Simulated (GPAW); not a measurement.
Ru:

```
Ru
1.0
     2.70580    0.00000    0.00000
    -1.35290    2.34329    0.00000
     0.00000    0.00000    4.28190
Ru
2
Direct
  0.66667 0.33333 0.75000
  0.33333 0.66667 0.25000
```

- Program: GPAW 26.7.0
- Task: relaxation of cell and atoms
- Functional: PBEsol
- Potentials or basis: PAW data sets generated in the run's folder for this functional
- Cutoff: 600 eV
- Basis: pw
- k mesh: 8 × 8 × 5
- Occupations: fermi-dirac, width 0.05 eV
- Spin: no spin polarisation

At the start: pressure -7.5 GPa; volume 13.57 Å³/atom.

**Question.** Where does the relaxation end?

**Answer.** Over 3 steps the energy falls by 6.7 meV/atom and the volume is 13.26 Å³/atom (-2.3 %); space group P6_3/mmc (No. 194, to 0.05 Å).

Step by step:
```csv
step,energy change (eV),largest force (eV/Å),pressure (GPa),volume (Å³)
1,0.0000,0.0000,-7.46,27.15
2,-0.0115,0.0000,-3.13,26.78
3,-0.0135,0.0000,0.11,26.53
```

Final structure:
```xyz
2
Lattice="2.6862 0.0000 0.0000 -1.3431 2.3263 0.0000 0.0000 0.0000 4.2455" Properties=species:S:1:pos:R:3 pbc="T T T"
Ru    1.3431    0.7754    3.1841
Ru    0.0000    1.5509    1.0614
```

Caveat: later steps reuse the first step's grids.
